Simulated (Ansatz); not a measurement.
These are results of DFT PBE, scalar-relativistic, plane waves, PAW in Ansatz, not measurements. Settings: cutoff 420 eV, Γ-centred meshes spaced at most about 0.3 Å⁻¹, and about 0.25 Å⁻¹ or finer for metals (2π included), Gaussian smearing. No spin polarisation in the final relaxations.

All energies are static (0 K, no zero-point motion).

Two relaxed structures of Si2C3:

1.

```
CELL_PARAMETERS angstrom
3.08111 0.00000 0.00000
-1.54055 2.66832 0.00000
0.00000 0.00000 9.43279
ATOMIC_POSITIONS crystal
Si 0.00000 0.00000 0.00000
Si 0.33333 0.66667 0.50000
C 0.66667 0.33333 0.08178
C 0.66667 0.33333 0.91822
C 0.00000 0.00000 0.50000
```

2.

```
CELL_PARAMETERS angstrom
-1.92947 1.92947 5.09111
1.92947 -1.92947 5.09111
1.92947 1.92947 -5.09111
ATOMIC_POSITIONS crystal
Si 0.50000 0.00000 0.50000
Si 0.00000 0.50000 0.50000
C 0.50000 0.50000 0.00000
C 0.92894 0.92894 0.00000
C 0.07106 0.07106 0.00000
```

Question: Which is lower in energy, and by how much?

Answer: Cell 1 is lower, by 0.36 eV/atom. Cell 1 has space group P-6m2 (No. 187), 15.5 Å³/atom and no gap on its mesh; cell 2 has space group I4/mmm (No. 139), 15.2 Å³/atom and no gap. Counting C atoms around Si (those within 1.25 times the shortest such distance or 1.15 times the sum of covalent radii, 1.27 where that leaves under three; a slash parts the counts of unlike sites), cell 1 has Si 3/6 and cell 2 has Si 6. Cell 1 and cell 2 both hold C–C pairs. Even the lower one lies +1.07 eV/atom against the reference forms of the elements (uncorrected), so neither is stable at this level. In cell 1, Si on its first site is surrounded by 6 C at 1.94 Å; Si on its second site is surrounded by 3 C at 1.78 Å; C on a site of symmetry 3m has 1 C at 1.54 Å and 3 Si at 1.94 Å; 1 more site not described. In cell 2, Si has 2 C at 1.93 Å and 4 C at 2.06 Å; C on a site of symmetry 4/mmm is surrounded by 4 Si at 1.93 Å; around C on a site of symmetry 4mm lie 1 C at 1.45 Å and 4 Si at 2.06 Å. Both come from invented guesses. A third cell relaxed alike, in P-3m1, lies 233 meV/atom below the lower of the two.

Weakly bound directions are ill-defined at this level, which has no dispersion term (P-6m2, I4/mmm), and this can change margins and order among such cells. Cells relaxed within their symmetry can be saddle points.

The ordering probably reflects how far each cell forces carbon and silicon away from their preferred directional bonding. In cell 1, half the silicon sits in a flat SiC honeycomb sheet, where sp2-like σ bonds with some π character fit the short 1.78 Å contacts. The other layer is strained: C–C pairs pierce the silicon plane, so each of their carbons has all its neighbours on one side, far from a tetrahedral arrangement.

Cell 2 has the same one-sided pairs, now with four silicon neighbours per carbon, and places its remaining carbon in a square-planar silicon environment. With too few valence electrons for a two-centre bond to every neighbour, bonding there must be partly delocalised, in keeping with the longer Si–C contacts at 2.06 Å. The shorter C–C bond, 1.45 Å against 1.54 Å, evidently does not make up for this.

The positive formation energy fits the known preference of Si–C compounds for tetrahedral SiC. Since SiC is itself bound relative to the elements, decomposition into SiC and carbon should be even more favourable than the elemental reference suggests.
